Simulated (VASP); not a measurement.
# Si (Ia-3) in VASP: notebook, part 2 of 2

VASP 6.6.1.

### Step 4. Relaxation of cell and atoms, BLYP

This run uses another cell than the first one, of 18.26 Å³/atom, 0.936 times its volume.

Contents of INCAR:

```
SYSTEM = Si
PREC = Accurate ; ENCUT = 600
EDIFF = 1E-6 ; ISMEAR = -1
SIGMA = 0.05 ; LREAL = .False.
LASPH = .True. ; NELM = 60
ALGO = Normal ; ISIF = 3
LWAVE = .False. ; LCHARG = .False.
GGA = B5 ; ALDAX = 1.0
AGGAX = 1.0 ; AGGAC = 1.0
ALDAC = 0.0 ; IBRION = 2
NSW = 80 ; EDIFFG = -0.01
```

Contents of KPOINTS:

```
Automatic mesh
0
Gamma
  4 4 4
  0 0 0
```

Contents of POSCAR:

```
Si
1.0
   -3.3180000000      3.3180000000      3.3180000000
    3.3180000000     -3.3180000000      3.3180000000
    3.3180000000      3.3180000000     -3.3180000000
Si
8
Direct
    0.2006000000      0.2006000000      0.2006000000
    0.5000000000      0.0000000000      0.2994000000
    0.2994000000      0.5000000000      0.0000000000
    0.0000000000      0.2994000000      0.5000000000
    0.7994000000      0.7994000000      0.7994000000
    0.5000000000      0.0000000000      0.7006000000
    0.7006000000      0.5000000000      0.0000000000
    0.0000000000      0.7006000000      0.5000000000
```

Potentials or basis: VASP PAW PBE potentials, release 64 (Si).

Started as:

```
> cat potpaw_PBE.64/Si/POTCAR > POTCAR
> mpirun -np 1 vasp_std > vasp.out
```

OUTCAR:

```text
SYSTEM = Si
   PREC = Accurate
   ENCUT = 600
   EDIFF = 1E-6
   ISMEAR = -1
   LREAL = .False.
   LASPH = .True.
   NELM = 60
   ISIF = 3
   GGA = B5
   IBRION = 2
   NSW = 80
   EDIFFG = -0.01

 ion  position               nearest neighbor table
   1  0.201  0.201  0.201-   5 2.31   3 2.39   4 2.39   2 2.39
   2  0.500  0.000  0.299-   6 2.31   3 2.39   1 2.39   4 2.39
   3  0.299  0.500  0.000-   7 2.31   2 2.39   1 2.39   4 2.39
   4  0.000  0.299  0.500-   8 2.31   3 2.39   1 2.39   2 2.39
   5  0.799  0.799  0.799-   1 2.31   6 2.39   7 2.39   8 2.39
   6  0.500  0.000  0.701-   2 2.31   7 2.39   5 2.39   8 2.39
   7  0.701  0.500  0.000-   3 2.31   6 2.39   8 2.39   5 2.39
   8  0.000  0.701  0.500-   4 2.31   5 2.39   6 2.39   7 2.39

  LATTYP: Found a body centered cubic cell.
 ALAT       =     6.6360000000

  Lattice vectors:

 A1 = (  -3.3180000000,   3.3180000000,   3.3180000000)
 A2 = (   3.3180000000,  -3.3180000000,   3.3180000000)
 A3 = (   3.3180000000,   3.3180000000,  -3.3180000000)

Analysis of symmetry for initial positions (statically):
=====================================================================
 Subroutine PRICEL returns:
 Original cell was already a primitive cell.

 Routine SETGRP: Setting up the symmetry group for a
 body centered cubic supercell.
[... 156 lines left out ...]

 number of electron      31.9999999 magnetization

 Free energy of the ion-electron system (eV)
  ---------------------------------------------------
  ext. energy  EPLUGINS =         0.00000000
  ---------------------------------------------------
  free energy    TOTEN  =       -35.87202484 eV

  energy without entropy =      -35.86855276  energy(sigma->0) =      -35.87028880

------------------------ aborting loop because EDIFF is reached ----------------------------------------

  FORCE on cell =-STRESS in cart. coord.  units (eV):
  Direction    XX          YY          ZZ          XY          YZ          ZX
  --------------------------------------------------------------------------------------
  -------------------------------------------------------------------------------------
  Total        5.4506809      5.4506809      5.4506809     -0.0000000      0.0000000      0.0000000
  in kB       59.7684789     59.7684789     59.7684789     -0.0000000      0.0000000      0.0000000
  external PRESSURE =      59.7684789 kB  Pullay stress =       0.0000000 kB
[... 155 lines left out ...]
--------------------------------------- Ionic step        5  -------------------------------------------

 number of electron      32.0000002 magnetization

 Free energy of the ion-electron system (eV)
  ---------------------------------------------------
  ext. energy  EPLUGINS =         0.00000000
  ---------------------------------------------------
  free energy    TOTEN  =       -36.04959588 eV

  energy without entropy =      -36.04644710  energy(sigma->0) =      -36.04802149

 E-fermi :   6.8612     XC(G=0):  -8.9968

 val. band max:        6.8273486827   @ k =   0.5000   0.5000   0.5000
 cond. band min:       7.2108886832   @ k =  -0.2500   0.2500   0.2500
 fundamental gap:      0.3835400006
 Fermi energy:         6.8611702787

 k-point     1 :       0.0000    0.0000    0.0000
  band No.  band energies     occupation
      1      -5.3386      2.00000
      2      -1.3851      2.00000
      3      -1.0952      2.00000
      4      -1.0952      2.00000
      5      -1.0952      2.00000
      6       0.6138      2.00000
[... 216 lines left out ...]
  FREE ENERGIE OF THE ION-ELECTRON SYSTEM (eV)
  ---------------------------------------------------
  free  energy   TOTEN  =       -36.0495958839 eV

  energy  without entropy=      -36.0464471014  energy(sigma->0) =      -36.04802149

 reached required accuracy - stopping structural energy minimisation
```

CONTCAR:

```text
Si
   1.00000000000000
    -3.3948448638224353    3.3948448638224353    3.3948448638224353
     3.3948448638224353   -3.3948448638224353    3.3948448638224353
     3.3948448638224353    3.3948448638224353   -3.3948448638224353
  Si
     8
Direct
     0.1989098191994042    0.1989098191994042    0.1989098191994042
     0.5000000000000000    0.0000000000000000    0.3010901808005959
     0.3010901808005959    0.5000000000000000    0.0000000000000000
     0.0000000000000000    0.3010901808005959    0.5000000000000000
     0.8010901808005958    0.8010901808005958    0.8010901808005958
     0.5000000000000000    0.0000000000000000    0.6989098191994042
     0.6989098191994042    0.5000000000000000    0.0000000000000000
     0.0000000000000000    0.6989098191994042    0.5000000000000000

  0.00000000E+00  0.00000000E+00  0.00000000E+00
  0.00000000E+00  0.00000000E+00  0.00000000E+00
  0.00000000E+00  0.00000000E+00  0.00000000E+00
  0.00000000E+00  0.00000000E+00  0.00000000E+00
  0.00000000E+00  0.00000000E+00  0.00000000E+00
  0.00000000E+00  0.00000000E+00  0.00000000E+00
  0.00000000E+00  0.00000000E+00  0.00000000E+00
  0.00000000E+00  0.00000000E+00  0.00000000E+00
```

Run time: 5.2 min. Hardware: 1 thread of Intel Xeon Platinum 8175M at 2.50GHz (Skylake/Cascade Lake), shared host; peak memory 0.31 GiB.

What came out:

```
Free energy                            : -36.0496 eV
Relaxed volume                         : 19.56 Å³/atom
Relaxed cell                           : a = 5.880 Å, b = 5.880 Å, c = 5.880 Å, α = 109.47°, β = 109.47°, γ = 109.47°
Space group after relaxing (to 0.05 Å) : Ia-3 (No. 206)
Energy gained by relaxing              : 22.2 meV/atom
Ionic steps                            : 5
Pressure after relaxing                : 0.0 GPa
Band gap on the k mesh                 : none (metal or under the smearing width)
```

The path:
```tsv
step	energy change (eV)	largest force (eV/Å)	pressure (GPa)	volume (Å³)
1	0.0000	0.1324	5.98	146.11
2	-0.1144	0.3740	-2.58	161.00
3	-0.1650	0.2094	0.11	155.38
4	-0.1759	0.0767	0.04	156.11
5	-0.1776	0.0009	0.02	156.50
```

Final structure:
```
Si
1.0
    -3.39484    3.39484    3.39484
     3.39484   -3.39484    3.39484
     3.39484    3.39484   -3.39484
Si
8
Direct
  0.19891 0.19891 0.19891
  0.50000 0.00000 0.30109
  0.30109 0.50000 0.00000
  0.00000 0.30109 0.50000
  0.80109 0.80109 0.80109
  0.50000 0.00000 0.69891
  0.69891 0.50000 0.00000
  0.00000 0.69891 0.50000
```

Levels at points of the mesh, in eV from the Fermi level:
| k point | band 12 | band 13 | band 14 | band 15 | band 16 | band 17 | band 18 | band 19 | band 20 | band 21 |
| --- | --- | --- | --- | --- | --- | --- | --- | --- | --- | --- |
| (0.00, 0.00, 0.00) | -3.64 | -3.64 | -1.39 | -1.39 | -0.95 | 1.67 | 1.67 | 1.67 | 3.46 | 3.46 |
| (0.50, 0.00, 0.00) | -2.54 | -2.11 | -2.11 | -1.30 | -1.30 | 0.55 | 0.55 | 2.03 | 2.03 | 2.30 |
| (0.50, 0.50, 0.50) | -2.40 | -2.40 | -0.49 | -0.03 | -0.03 | -0.03 | 2.25 | 2.83 | 2.83 | 2.83 |

Caveat: the PAW data sets were made with another functional, which shifts forces and pressure a little. BLYP gives volumes clearly too large for solids.

### Step 5. Summary

```tsv
task	cell	k mesh	cutoff (eV)	gap on the mesh (eV)	pressure (GPa)	largest force (eV/Å)
single point	Ia-3, 19.52 Å³/atom	6 × 6 × 6	520	none	0.2	0.01
single point	Ia-3, 19.52 Å³/atom	4 × 4 × 4	520	none	0.2	0.01
relaxation of cell and atoms	relaxed	4 × 4 × 4	600	none	0.0	-
```

Alike in all rows: level BLYP; potentials or basis VASP PAW PBE potentials, release 64 (Si); no spin polarisation; smearing fermi-dirac 0.05 eV.

Caveats: the PAW data sets were made with another functional, which shifts forces and pressure a little.

Total energies depend on the potentials used, so only differences within one code and one set of settings carry meaning.
